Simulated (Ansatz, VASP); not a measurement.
# One calculation of CuO, two programs

```
CELL_PARAMETERS angstrom
1.99097 -2.15355 0.00000
1.99097 2.15355 0.00000
0.00000 0.00000 5.15593
ATOMIC_POSITIONS crystal
Cu 0.50000 0.00000 0.00000
Cu 0.00000 0.50000 0.50000
O 0.50000 0.50000 0.25000
O 0.50000 0.50000 0.75000
```

Measurements of this composition are mostly on another form, of space group No. 15.

Alike in both runs: task single point; functional PBEsol; k mesh 5 × 5 × 3; occupations fermi-dirac, width 0.03 eV; no spin polarisation.

```csv
,VASP,Ansatz
version,VASP 6.6.1,Ansatz 0.2.0
potentials or method,"VASP PAW PBE potentials, release 64 (Cu, O), cutoff 520 eV","all-electron LAPW, scalar-relativistic"
```

Ansatz gave:

- gap on the k mesh at the Fermi level (eV): none
- pressure (GPa): -6.3
- largest component of the traceless stress (GPa): 1.46

Q: Estimate VASP's values.

A: gap on the k mesh at the Fermi level (eV): none; pressure (GPa): -5.6; largest component of the traceless stress (GPa): 1.27.

A gap of «none» marks a metal or a gap that the smearing closes. Ansatz ran all-electron here, so the differences hold the error of VASP's frozen core and of both bases.

Caveats: the k mesh is coarse (spacing up to 0.43 Å⁻¹), so the values aren't converged; the run has no spin polarisation, though such a crystal can be magnetic; semilocal functionals often make such compounds metallic where correlation or magnetic order opens a gap, which also shifts bond lengths; the PAW data sets were made with another functional, which shifts forces and pressure a little (VASP); the k mesh is thin for a metal, which can move the energy by tens of meV per atom (Ansatz).
